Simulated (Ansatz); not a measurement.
## CuZn and the effect of the functional

Symmetry: Pm-3m, No. 221, cubic system. Conventional cell: a = 2.945 Å, b = 2.945 Å, c = 2.945 Å, α = 90.00°, β = 90.00°, γ = 90.00°. Zn (site symmetry m-3m) is surrounded by 8 Cu at 2.55 Å. Cu (site symmetry m-3m) is surrounded by 8 Zn at 2.55 Å.

Kept alike: task band structure; k mesh 9 × 9 × 9; occupations fermi-dirac, width 0.05 eV; no spin polarisation. Program: Ansatz, all-electron LAPW, scalar-relativistic. The mesh is that of the run's cell of 2 atoms. No spin-orbit coupling.

| run | pressure (GPa) |
| --- | --- |
| A | -4.45 |
| B | 2.54 |
| C | -9.64 |

Pressure is positive in compression. For a metal such a mesh leaves the last digits unconverged.

The runs differ in the functional alone: LDA; PBE; PBEsol. Which run is which?

Run A is PBEsol; run B is PBE; run C is LDA. The pressure runs from -9.64 (LDA) to 2.54 GPa (PBE). From PBE: LDA -12.18; PBEsol -6.99. A positive pressure means that the functional's own cell is larger than the one given, a negative one that it is smaller.
